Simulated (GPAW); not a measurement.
# Au (Fm-3m) in GPAW: further runs

The runs below take Au through equation of state, band structure, with PBE, SCAN, revTPSS, TASK, RPBE+D3(BJ).

All numbers are computed with GPAW 26.7.0; they aren't measurements. Logs are shortened: lines on timing, memory, paths and dates and some standing lists are left out, and cuts for length are marked. The log counts tension as positive stress, the text compression.

## 1. The structure

The structure is cubic, space group Fm-3m (No. 225). The conventional cell has a = 4.070 Å, b = 4.070 Å, c = 4.070 Å, α = 90.00°, β = 90.00°, γ = 90.00°. Around Au (site symmetry m-3m) lie 12 Au at 2.88 Å.

## 2. Equation of state, PBE

File run.py:

```python
from ase.eos import EquationOfState
from ase.io import Trajectory, read
from ase.units import GPa
from gpaw import GPAW, PW, setup_paths

setup_paths.insert(0, '.')

atoms = read('POSCAR')

traj = Trajectory('eos.traj', 'w')
volumes, energies = [], []
for x in [0.94, 0.96, 0.98, 1.0, 1.02, 1.04, 1.06]:
    a = atoms.copy()
    a.set_cell(atoms.cell * x**(1 / 3), scale_atoms=True)
    calc = GPAW(mode=PW(600),
                xc='PBE',
                kpts={'size': (11, 11, 11), 'gamma': True},
                occupations={'name': 'fermi-dirac', 'width': 0.05},
                nbands=14,
                convergence={'density': 1e-05, 'energy': 1e-05},
                maxiter=150,
                txt=f'eos-{x:.2f}.txt')
    a.calc = calc
    energies.append(a.get_potential_energy(force_consistent=True))
    volumes.append(a.get_volume())
    p = -a.get_stress()[:3].mean() / GPa
    calc.write(f'eos-{x:.2f}.gpw')
    traj.write(a)
    print(f'{x:.2f} {volumes[-1]:10.4f} A^3 {energies[-1]:14.6f} eV {p:9.3f} GPa', flush=True)

v0, e0, B = EquationOfState(volumes, energies, eos='birchmurnaghan').fit()
print(f'V0 = {v0:.4f} A^3, E0 = {e0:.6f} eV, B0 = {B / GPa:.2f} GPa')
```

File POSCAR:

```
Au
1.0
    0.0000000000      2.0350000000      2.0350000000
    2.0350000000      0.0000000000      2.0350000000
    2.0350000000      2.0350000000      0.0000000000
Au
1
Direct
    0.0000000000      0.0000000000      0.0000000000
```

Potentials or basis: PAW data sets generated in the run's folder for this functional, pw.

Launch:

```
> gpaw-setup -f PBE Au
> OMP_NUM_THREADS=1 python run.py
```

Log:

```text
__  _  _
 | _ |_)|_||  |
 |__||  | ||/\| - 26.7.0

Input parameters:
  mode=PW(ecut=600.0),
  convergence={'density': 1e-05, 'energy': 1e-05},
  kpts=MonkhorstPack(size=(11, 11, 11), gamma=True),
  maxiter=150,
  nbands=14,
  occupations=Occupations(name='fermi-dirac', width=0.05),
  xc=XC(name='PBE')

Diagonalizing LCAO Hamiltonian
Converting LCAO to pw mode

       Au

Atoms  # Å, Bohr magnetons
|   | symbol |        x |        y |        z |    initial magnetic moments |
|---|--------|----------|----------|----------|-----------------------------|
| 0 |     Au | 0.000000 | 0.000000 | 0.000000 | ( 0.0000,  0.0000,  0.0000) |

Unit cell  # Å
| periodic |        x |        y |        z |  lengths |    angles |
|----------|----------|----------|----------|----------|-----------|
|      yes | 0.000000 | 1.993458 | 1.993458 | 2.819175 | 60.000000 |
|      yes | 1.993458 | 0.000000 | 1.993458 | 2.819175 | 60.000000 |
|      yes | 1.993458 | 1.993458 | 0.000000 | 2.819175 | 60.000000 |

Number of symmetries: 48
Symmetry operations  # r_c * U_cc + t_c -> r_c
|    | kind |            matrix            |
|----|------|------------------------------|
|  0 |  σ   |  1, 0, 0,  1, 0,-1,  1,-1, 0 |
|  1 |  C2  |  1, 0, 0,  1,-1, 0,  1, 0,-1 |
|  2 |  E   |  1, 0, 0,  0, 1, 0,  0, 0, 1 |
|  3 |  σ   |  1, 0, 0,  0, 0, 1,  0, 1, 0 |
|  4 |  C4  |  1, 0,-1,  1, 0, 0,  1,-1, 0 |
|  5 |  S6  |  1, 0,-1,  1,-1, 0,  1, 0, 0 |
|  6 |  σ   |  1, 0,-1,  0, 1,-1,  0, 0,-1 |
|  7 |  C3  |  1, 0,-1,  0, 0,-1,  0, 1,-1 |
|  8 |  S6  |  1,-1, 0,  1, 0, 0,  1, 0,-1 |
|  9 |  C4  |  1,-1, 0,  1, 0,-1,  1, 0, 0 |
| 10 |  C3  |  1,-1, 0,  0,-1, 1,  0,-1, 0 |
| 11 |  σ   |  1,-1, 0,  0,-1, 0,  0,-1, 1 |
| 12 |  σ   |  0, 1, 0,  1, 0, 0,  0, 0, 1 |
| 13 |  C4  |  0, 1, 0,  0, 1,-1, -1, 1, 0 |
| 14 |  C3  |  0, 1, 0,  0, 0, 1,  1, 0, 0 |
| 15 |  S6  |  0, 1, 0, -1, 1, 0,  0, 1,-1 |
| 16 |  C2  |  0, 1,-1,  1, 0,-1,  0, 0,-1 |
| 17 |  σ   |  0, 1,-1,  0, 1, 0, -1, 1, 0 |
| 18 |  S4  |  0, 1,-1,  0, 0,-1,  1, 0,-1 |
| 19 |  C4  |  0, 1,-1, -1, 1, 0,  0, 1, 0 |
| 20 |  C3  |  0, 0, 1,  1, 0, 0,  0, 1, 0 |
| 21 |  σ   |  0, 0, 1,  0, 1, 0,  1, 0, 0 |
| 22 |  S6  |  0, 0, 1,  0,-1, 1, -1, 0, 1 |
| 23 |  C4  |  0, 0, 1, -1, 0, 1,  0,-1, 1 |
| 24 |  S4  |  0, 0,-1,  1, 0,-1,  0, 1,-1 |
| 25 |  C3  |  0, 0,-1,  0, 1,-1,  1, 0,-1 |
| 26 |  C2  |  0, 0,-1,  0,-1, 0, -1, 0, 0 |
| 27 |  S6  |  0, 0,-1, -1, 0, 0,  0,-1, 0 |
| 28 |  S4  |  0,-1, 1,  1,-1, 0,  0,-1, 0 |
| 29 |  C4  |  0,-1, 1,  0, 0, 1, -1, 0, 1 |
| 30 |  C2  |  0,-1, 1,  0,-1, 0,  1,-1, 0 |
| 31 |  σ   |  0,-1, 1, -1, 0, 1,  0, 0, 1 |
| 32 |  C3  |  0,-1, 0,  1,-1, 0,  0,-1, 1 |
| 33 |  S6  |  0,-1, 0,  0, 0,-1, -1, 0, 0 |
| 34 |  S4  |  0,-1, 0,  0,-1, 1,  1,-1, 0 |
| 35 |  C2  |  0,-1, 0, -1, 0, 0,  0, 0,-1 |
| 36 |  C2  | -1, 1, 0,  0, 1, 0,  0, 1,-1 |
| 37 |  S6  | -1, 1, 0,  0, 1,-1,  0, 1, 0 |
| 38 |  S4  | -1, 1, 0, -1, 0, 1, -1, 0, 0 |
| 39 |  C3  | -1, 1, 0, -1, 0, 0, -1, 0, 1 |
| 40 |  S6  | -1, 0, 1,  0, 0, 1,  0,-1, 1 |
| 41 |  C2  | -1, 0, 1,  0,-1, 1,  0, 0, 1 |
| 42 |  C3  | -1, 0, 1, -1, 1, 0, -1, 0, 0 |
| 43 |  S4  | -1, 0, 1, -1, 0, 0, -1, 1, 0 |
| 44 |  C2  | -1, 0, 0,  0, 0,-1,  0,-1, 0 |
| 45 |  i   | -1, 0, 0,  0,-1, 0,  0, 0,-1 |
| 46 |  σ   | -1, 0, 0, -1, 1, 0, -1, 0, 1 |
| 47 |  C2  | -1, 0, 0, -1, 0, 1, -1, 1, 0 |

BZ-sampling:
  Number of BZ points: 1331
  Number of IBZ points: 56

  Monkhorst-Pack size: [11, 11, 11]
  Monkhorst-Pack shift: [0, 0, 0]

K-points  # in reciprocal-cell coordinates
|     |                                coordinates |     weight |
|-----|--------------------------------------------|------------|
|   0 | (  0.00000000,   0.00000000,   0.00000000) | 0.00075131 |
|   1 | (  0.09090909,   0.09090909,   0.00000000) | 0.00450789 |
|   2 | (  0.09090909,   0.09090909,   0.09090909) | 0.00601052 |
|   3 | (  0.18181818,   0.09090909,   0.09090909) | 0.00901578 |
|   4 | (  0.18181818,   0.18181818,   0.00000000) | 0.00450789 |
|   5 | (  0.18181818,   0.18181818,   0.09090909) | 0.01803156 |
|   6 | (  0.18181818,   0.18181818,   0.18181818) | 0.00601052 |
|   7 | (  0.27272727,   0.18181818,   0.09090909) | 0.01803156 |
|   8 | (  0.27272727,   0.18181818,   0.18181818) | 0.01803156 |
|   9 | (  0.27272727,   0.27272727,   0.00000000) | 0.00450789 |
| ... |                                            |            |
|  55 | (  0.45454545,   0.45454545,   0.45454545) | 0.00601052 |

Plane wave coefficients: 538
Cutoff: 600.0 eV

Spin-components: 1 (collinear spins)
Bands:           14
Projectors:      6
Spin-degeneracy: 2
Datatype:        complex128

Parallelization:
  kpt:    1
  domain: 1
  band:   1

Density:
  Valence electrons: 11.0
  Components: 1
  Grid points: [16 16 16]
  Charge: 0.0  # |e|

Potential:
  Grid points: [16 16 16]

species:
  Au:
    name:    Gold
    Z:       79.0
    valence: 11
    core:    68
    charge:  0.0  # [|e|]
    compensation charges:
      type: gauss
      rc: 0.42  # [Å]
      lmax: 2
    cutoffs:
      filter: 2.33  # [Å]
      core: 2.81  # [Å]
    projectors
    | kind |    occ | energy [eV] | rcut [Å] |
    |------|--------|-------------|----------|
    |   6s |  1.000 |      -5.728 |    1.323 |
    |   6p |  0.000 |      -0.775 |    1.323 |
    |   5d | 10.000 |      -6.891 |    1.323 |
    |    s |        |      21.484 |    1.323 |
    |    p |        |      26.436 |    1.323 |
    |    d |        |      20.321 |    1.323 |

    Using partial waves for Au as LCAO basis

Reference energy: -516598.273826  # eV

eigensolver:
  PPCG
  Converge bands: occupied
  niter=2

density mixing:
  MSR1-Mixer
  Pratt-step length: 0.05
  Maximum mixing coefficient: 0.75
  Old densities: 10
  SVD Regularization: 0.005
  Good broyden scale: 1.0
  Trust region scale: 1.0
  Backstep threshold: 4.0
  History deletion threshold: 6.0
  Fourier metric: weight=20.0, sigma=0.015

occupation numbers:
  Fermi-Dirac:
    width: 0.0500  # eV

poisson solver:
  ecut: 4800.0  # eV

xc functional:
  name: PBE with 2 nearest neighbor stencil

convergence criteria:
- Maximum integral of absolute [dens]ity change: 1e-05 electrons / valence electron
- Maximum [total energy] change in last 3 cyles: 1e-05 eV / valence electron
- Maximum integral of absolute [eigenst]ate change: 4e-08 eV^2 / valence electron
maximum number of iterations: 150

SCF iterations
|iter     | |      energy | eigst |  dens |
|---------|-|-------------|-------|-------|
|iter:   1| |   -3.273092 | -0.35 |       |
|iter:   2| |   -3.216821 | -2.78 | -1.10 |
|iter:   3| |   -2.989842 | -2.28 | -1.15 |
|iter:   4| |   -2.986736 | -4.27 | -2.08 |
|iter:   5| |   -2.985692 | -4.12 | -2.38 |
|iter:   6| |   -2.985686 | -7.00 | -3.74 |
|iter:   7| |   -2.985684c| -7.30 | -4.00 |
|iter:   8| |   -2.985684c| -8.86c| -5.18c|

Converged in 8 steps
Energy contributions relative to reference atoms: (reference = -516598.273826)

Energy contributions:
  Kinetic:           3.214377
  Coulomb:          -3.199129
  Zero:              0.164166
  External:          0.000000
  Xc:               -3.163868
  Entropy:          -0.002461
  Spinorbit:         0.000000
  ----------------------------
  Free energy:      -2.986915
  Extrapolated:     -2.985684

dipole moment: (-13.636789, -13.636789, -13.636789)  # |e|*Ang

Fermi level: 11.251
Eigenvalues  # (at kpt = [0.000, 0.000, 0.000])
| band index |      eig [eV] | occ [0-2] |
|------------|---------------|-----------|
|          0 |         0.628 |     2.000 |
|          1 |         6.159 |     2.000 |
|          2 |         6.159 |     2.000 |
|          3 |         6.159 |     2.000 |
|          4 |         7.874 |     2.000 |
|          5 |         7.874 |     2.000 |
|          6 |        27.085 |     0.000 |
|          7 |        31.327 |     0.000 |
|          8 |        31.327 |     0.000 |
|          9 |        31.327 |     0.000 |
|         10 |        35.409 |     0.000 |
|         11 |        40.539 |     0.000 |
|         12 |        40.539 |     0.000 |
|         13 |        40.539 |     0.000 |

No gap
No difference between direct/indirect transitions

Stress tensor  # eV/Ang^3
|         x |         y |         z |
|-----------|-----------|-----------|
| -0.180731 | -0.000000 |  0.000000 |
| -0.000000 | -0.180731 |  0.000000 |
|  0.000000 |  0.000000 | -0.180731 |

# Writing to eos-0.94.gpw (mode='')
```

It took 43 s on 1 thread of AMD EPYC 9R14 (Zen 4), shared host; peak memory 0.19 GiB.

What came out:

| Property | Result |
| --- | --- |
| Equilibrium volume | 18.19 Å³/atom (rough: see the caveat) |
| Bulk modulus | 139 GPa (rough) |

Energy against volume, from the lowest point:
| volume (Å³/atom) | energy (meV/atom) |
| --- | --- |
| 15.843 | 179.31 |
| 16.181 | 124.48 |
| 16.518 | 81.36 |
| 16.855 | 48.50 |
| 17.192 | 24.68 |
| 17.529 | 8.84 |
| 17.866 | 0.00 |

Caveat: with this Au data set, volumes or pressures lay over 1.5 % or 2 GPa off other programs in two to four cells of ten; the minimum lies outside the volumes run.

## 3. Equation of state, SCAN

run.py: that of step 2 with these lines changed.

```diff
@@ -3,7 +3,5 @@
 from ase.units import GPa
-from gpaw import GPAW, PW, setup_paths
+from gpaw import GPAW, PW
 
-setup_paths.insert(0, '.')
-
-atoms = read('POSCAR')
+atoms = read('Au.cif')
 
@@ -15,3 +13,3 @@
     calc = GPAW(mode=PW(600),
-                xc='PBE',
+                xc='MGGA_X_SCAN+MGGA_C_SCAN',
                 kpts={'size': (11, 11, 11), 'gamma': True},
```

File Au.cif:

```cif
data_Au
_cell_length_a 2.87792460
_cell_length_b 2.87792460
_cell_length_c 2.87792460
_cell_angle_alpha 60.00000000
_cell_angle_beta 60.00000000
_cell_angle_gamma 60.00000000
_space_group_name_H-M_alt 'P1'
_space_group_name_Hall 'P 1'
_space_group_IT_number 1
loop_
_space_group_symop_operation_xyz
'x,y,z'
loop_
_atom_site_label
_atom_site_type_symbol
_atom_site_symmetry_multiplicity
_atom_site_Wyckoff_symbol
_atom_site_fract_x
_atom_site_fract_y
_atom_site_fract_z
_atom_site_occupancy
Au1 Au 1 a 0.0000000000 0.0000000000 0.0000000000 1
```

Potentials or basis: GPAW PAW data sets (gpaw-data 1.2.1), pw.

Launch:

```
> OMP_NUM_THREADS=1 python run.py
```

Wall time 2.6 min (1 thread of AMD EPYC 9R14 (Zen 4), shared host); peak memory 0.85 GiB.

It converged, with:

* Equilibrium volume: 17.42 Å³/atom (rough: see the caveat)
* Bulk modulus: 165 GPa (rough)

Energy against volume, from the lowest point:
```
volume (Å³/atom)  energy (meV/atom)
          15.843              91.82
          16.181              53.82
          16.518              27.05
          16.855               9.92
          17.192               1.25
          17.529               0.00
          17.866               5.22
```

Caveat: with this Au data set, volumes or pressures lay over 1.5 % or 2 GPa off other programs in two to four cells of ten; the points scatter about the fit; the PAW data sets were made with another functional, which shifts forces and pressure a little.

## 4. Band structure, revTPSS, spin-orbit coupling, no magnetisation

File run.py:

```python
import numpy as np
from ase.dft.bandgap import bandgap
from ase.io import read, write
from ase.units import GPa
from gpaw import GPAW, PW
from gpaw.spinorbit import soc_eigenstates

atoms = read('Au.cif')

calc = GPAW(mode=PW(600),
            xc='MGGA_X_REVTPSS+MGGA_C_REVTPSS',
            kpts={'size': (11, 11, 11), 'gamma': True},
            occupations={'name': 'fermi-dirac', 'width': 0.05},
            nbands=14,
            convergence={'density': 1e-05, 'energy': 1e-05},
            eigensolver='davidson',
            maxiter=150,
            txt='gpaw.txt')
atoms.calc = calc
energy = atoms.get_potential_energy()
forces = atoms.get_forces()
stress = atoms.get_stress()
calc.write('gs.gpw')
write('result.traj', atoms)
print(f'Energy: {energy:.6f} eV')
print('Forces (eV/A):')
print(forces.round(4))
print('Stress (GPa):', (stress / GPa).round(3))
print('Fermi level:', round(calc.get_fermi_level(), 4), 'eV')
print(f'Gap: {bandgap(calc)[0]:.4f} eV, direct: {bandgap(calc, direct=True)[0]:.4f} eV')

path = atoms.cell.bandpath('GXWKGLUWLK,UX', npoints=80, eps=1e-4)
bs_calc = calc.fixed_density(kpts=path, symmetry='off', nbands=21,
                             convergence={'bands': 'CBM+6.0', 'eigenstates': 1e-6}, txt='bands.txt')
bs = bs_calc.band_structure()
bs.write('bs.json')
print(f'Gap on the path: {bandgap(bs_calc)[0]:.4f} eV')

soc = soc_eigenstates(bs_calc, theta=0, phi=0, ignore_xc_potential=True)
np.savetxt('soc_bands.dat', soc.eigenvalues(), fmt='%.4f')
mesh = soc_eigenstates('gs.gpw', theta=0, phi=0, ignore_xc_potential=True)
np.savetxt('soc_mesh.dat', mesh.eigenvalues(), fmt='%.4f')
print('Fermi level with spin-orbit coupling:', round(mesh.fermi_level, 4), 'eV')
```

Au.cif is that of step 3.

Potentials or basis: GPAW PAW data sets (gpaw-data 1.2.1), pw.

Launch:

```
> OMP_NUM_THREADS=1 python run.py
```

gpaw.txt:

```text
__  _  _
 | _ |_)|_||  |
 |__||  | ||/\| - 26.7.0

Input parameters:
  mode=PW(ecut=600.0),
  convergence={'density': 1e-05, 'energy': 1e-05},
  eigensolver=Davidson(niter=2),
  kpts=MonkhorstPack(size=(11, 11, 11), gamma=True),
  maxiter=150,
  nbands=14,
  occupations=Occupations(name='fermi-dirac', width=0.05),
  xc=XC(name='MGGA_X_REVTPSS+MGGA_C_REVTPSS')

Diagonalizing LCAO Hamiltonian
Converting LCAO to pw mode

       Au

Atoms  # Å, Bohr magnetons
|   | symbol |        x |        y |        z |    initial magnetic moments |
|---|--------|----------|----------|----------|-----------------------------|
| 0 |     Au | 0.000000 | 0.000000 | 0.000000 | ( 0.0000,  0.0000,  0.0000) |

Unit cell  # Å
| periodic |        x |        y |        z |  lengths |    angles |
|----------|----------|----------|----------|----------|-----------|
|      yes | 2.877925 | 0.000000 | 0.000000 | 2.877925 | 60.000000 |
|      yes | 1.438962 | 2.492356 | 0.000000 | 2.877925 | 60.000000 |
|      yes | 1.438962 | 0.830785 | 2.349816 | 2.877925 | 60.000000 |

Number of symmetries: 48
Symmetry operations  # r_c * U_cc + t_c -> r_c
|    | kind |            matrix            |
|----|------|------------------------------|
|  0 |  σ   |  1, 0, 0,  1, 0,-1,  1,-1, 0 |
|  1 |  C2  |  1, 0, 0,  1,-1, 0,  1, 0,-1 |
|  2 |  E   |  1, 0, 0,  0, 1, 0,  0, 0, 1 |
|  3 |  σ   |  1, 0, 0,  0, 0, 1,  0, 1, 0 |
|  4 |  C4  |  1, 0,-1,  1, 0, 0,  1,-1, 0 |
|  5 |  S6  |  1, 0,-1,  1,-1, 0,  1, 0, 0 |
|  6 |  σ   |  1, 0,-1,  0, 1,-1,  0, 0,-1 |
|  7 |  C3  |  1, 0,-1,  0, 0,-1,  0, 1,-1 |
|  8 |  S6  |  1,-1, 0,  1, 0, 0,  1, 0,-1 |
[... 152 lines left out ...]
|iter:   3| |   54.834308 | -2.02 | -1.01 |
|iter:   4| |   55.009923 | -3.08 | -1.01 |
|iter:   5| |   55.237947 | -2.42 | -1.12 |
|iter:   6| |   55.217675 | -2.40 | -1.50 |
|iter:   7| |   55.106581 | -2.90 | -1.59 |
|iter:   8| |   55.042706 | -3.66 | -1.31 |
|iter:   9| |   55.037638 | -5.30 | -1.23 |
|iter:  10| |   55.141513 | -3.32 | -1.22 |
|iter:  11| |   55.124655 | -4.18 | -1.36 |
|iter:  12| |   55.250905 | -2.65 | -1.33 |
|iter:  13| |   55.264682 | -2.88 | -1.82 |
|iter:  14| |   55.264669 | -4.43 | -3.14 |
|iter:  15| |   55.264695c| -5.71 | -3.29 |
|iter:  16| |   55.264699c| -7.13 | -3.64 |
|iter:  17| |   55.264698c| -8.52c| -4.45 |
|iter:  18| |   55.264698c| -9.59c| -5.17c|

Converged in 18 steps
Energy contributions relative to reference atoms: (reference = -516598.271109)

Energy contributions:
  Kinetic:          -3.556338
  Coulomb:           2.335514
  Zero:              0.321992
  External:          0.000000
  Xc:               56.164585
  Entropy:          -0.002110
  Spinorbit:         0.000000
  ----------------------------
  Free energy:      55.263644
  Extrapolated:     55.264698

dipole moment: (-19.680643, -11.362624, -8.034589)  # |e|*Ang

Fermi level: 10.031
Eigenvalues  # (at kpt = [0.000, 0.000, 0.000])
| band index |      eig [eV] | occ [0-2] |
|------------|---------------|-----------|
|          0 |         0.038 |     2.000 |
|          1 |         5.243 |     2.000 |
|          2 |         5.243 |     2.000 |
|          3 |         5.243 |     2.000 |
|          4 |         6.778 |     2.000 |
|          5 |         6.778 |     2.000 |
|          6 |        25.493 |     0.000 |
|          7 |        29.496 |     0.000 |
|          8 |        29.496 |     0.000 |
|          9 |        29.496 |     0.000 |
|         10 |        33.137 |     0.000 |
|         11 |        38.081 |     0.000 |
|         12 |        38.081 |     0.000 |
|         13 |        38.081 |     0.000 |

No gap
No difference between direct/indirect transitions

Forces  # eV/Ang
|       x |        y |        z |
|---------|----------|----------|
| 0.00000 | -0.00000 | -0.00000 |  # Au   0

Stress tensor  # eV/Ang^3
|         x |         y |         z |
|-----------|-----------|-----------|
| -0.020690 |  0.000000 |  0.000000 |
|  0.000000 | -0.020690 | -0.000000 |
|  0.000000 |  0.000000 | -0.020690 |

# Writing to gs.gpw (mode='')
```

bands.txt:

```text
Diagonalizing LCAO Hamiltonian
Converting LCAO to pw mode
convergence criteria:
- Maximum integral of absolute [eigenst]ate change: 1e-06 eV^2 / valence electron
maximum number of iterations: 150

SCF iterations
|iter     | |      energy | eigst |  dens |
|---------|-|-------------|-------|-------|
[... 87 lines left out ...]
         [0.41666667, 0.41666667, 0.66666667],
         [0.40277778, 0.40277778, 0.69444444],
         [0.38888889, 0.38888889, 0.72222222],
         [0.375     , 0.375     , 0.75      ],
         [0.625     , 0.25      , 0.625     ],
         [0.59375   , 0.1875    , 0.59375   ],
         [0.5625    , 0.125     , 0.5625    ],
         [0.53125   , 0.0625    , 0.53125   ],
         [0.5       , 0.        , 0.5       ]])),
  maxiter=150,
  nbands=21,
  occupations=Occupations(name='fermi-dirac', width=0.05),
  symmetry=Symmetry(point_group=False, time_reversal=False),
  xc=XC(name='MGGA_X_REVTPSS+MGGA_C_REVTPSS')
```

It took 54 s on 1 thread of AMD EPYC 9R14 (Zen 4), shared host; peak memory 0.33 GiB.

What came out:

```
Free energy             : 55.2636 eV
Pressure                : 3.3 GPa
Band gap along the path : none (metal or under the smearing width)
```

Levels at the corners of the path, in eV from the Fermi level:
| point | band 8 | band 9 | band 10 | band 11 | band 12 | band 13 |
| --- | --- | --- | --- | --- | --- | --- |
| Γ | -4.22 | -3.00 | -3.00 | -3.00 | -3.00 | 15.42 |
| X | -2.10 | -1.01 | -1.01 | 0.64 | 0.64 | 6.05 |
| W | -3.24 | -1.63 | -1.63 | 5.01 | 5.01 | 5.39 |
| K | -3.02 | -1.93 | -1.93 | 3.86 | 3.86 | 4.70 |
| Γ | -4.22 | -3.00 | -3.00 | -3.00 | -3.00 | 15.42 |
| L | -2.36 | -1.61 | -1.61 | -1.33 | -1.33 | 3.30 |
| U | -3.02 | -1.93 | -1.93 | 3.86 | 3.86 | 4.70 |
| W | -3.24 | -1.63 | -1.63 | 5.01 | 5.01 | 5.39 |
| L | -2.36 | -1.61 | -1.61 | -1.33 | -1.33 | 3.30 |
| K | -3.02 | -1.93 | -1.93 | 3.86 | 3.86 | 4.70 |
| U | -3.02 | -1.93 | -1.93 | 3.86 | 3.86 | 4.70 |
| X | -2.10 | -1.01 | -1.01 | 0.64 | 0.64 | 6.05 |

Caveat: with this Au data set, volumes or pressures lay over 1.5 % or 2 GPa off other programs in two to four cells of ten; spin-orbit coupling was added after a scalar SCF, so levels and gaps hold it while energy, forces, pressure and moments don't; this program's spin-orbit splittings come out too wide for heavy elements; the PAW data sets were made with another functional, which shifts forces and pressure a little.

(Part 1 of 2 ends here.)
